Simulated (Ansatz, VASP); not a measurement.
SrO in VASP and in Ansatz

File INCAR:

```
  ALGO = Normal
  EDIFF = 1E-6
  ENCUT = 520
  GGA = PS
  ISIF = 2
  ISMEAR = 0
  LASPH = T
  LCHARG = F
  LREAL = F
  LWAVE = F
  NBANDS = 24
  NELM = 100
  PREC = Accurate
  SIGMA = 0.05
```

KPOINTS

```
k-points
0
Gamma
  9 9 4
```

Contents of POSCAR:

```
SrO
1.0
    3.4421743062      0.0000000000      0.0000000000
   -1.7210871531      2.9810103934      0.0000000000
    0.0000000000      0.0000000000      6.6251730277
Sr O
2 2
Direct
    0.3333333333      0.6666666667      0.2500000000
    0.6666666667      0.3333333333      0.7500000000
    0.0000000000      0.0000000000      0.0000000000
    0.0000000000      0.0000000000      0.5000000000
```

Input for Ansatz:

```yaml
crystal:
  lattice:
    - [3.4421743062, 0.0, 0.0]
    - [-1.7210871531, 2.9810103934, 0.0]
    - [0.0, 0.0, 6.6251730277]
  atoms:
    - { symbol: Sr, position: [0.3333333333, 0.6666666667, 0.25] }
    - { symbol: Sr, position: [0.6666666667, 0.3333333333, 0.75] }
    - { symbol: O, position: [0.0, 0.0, 0.0] }
    - { symbol: O, position: [0.0, 0.0, 0.5] }
basis:
  ecutwfc: 420
kpoints:
  mp_grid: { grid: [9, 9, 4] }
hamiltonian:
  xc: pbesol
scf:
  occupations: { method: gaussian, width: 0.05 }
output:
  forces: true
  stress: true
  eigenvalues: true
```

Alike in both runs: task single point; functional PBEsol; k mesh 9 × 9 × 4; occupations gaussian, width 0.05 eV; no spin polarisation.

```csv
,VASP,Ansatz
version,VASP 6.6.1,Ansatz 0.2.0
potentials or method,"VASP PAW PBE potentials, release 64 (Sr_sv, O)","scalar-relativistic, plane waves, PAW"
plane-wave cutoff (eV),520,420
valence electrons in the cell,32,32
```

|  | VASP | Ansatz | Ansatz less VASP |
| --- | --- | --- | --- |
| gap on the k mesh at the Fermi level (eV) | 3.05 | 3.06 | +0.015 |
| least direct gap on the mesh (eV) | 3.05 | 3.06 | +0.015 |
| pressure (GPa) | -2.9 | -3.5 | -0.58 |
| largest component of the traceless stress (GPa) | 12.88 | 12.88 | +0.004 |

Caveats: the PAW data sets were made with another functional, which shifts forces and pressure a little (VASP); an odd mesh through Γ misses points on the zone boundary, where band edges often lie.
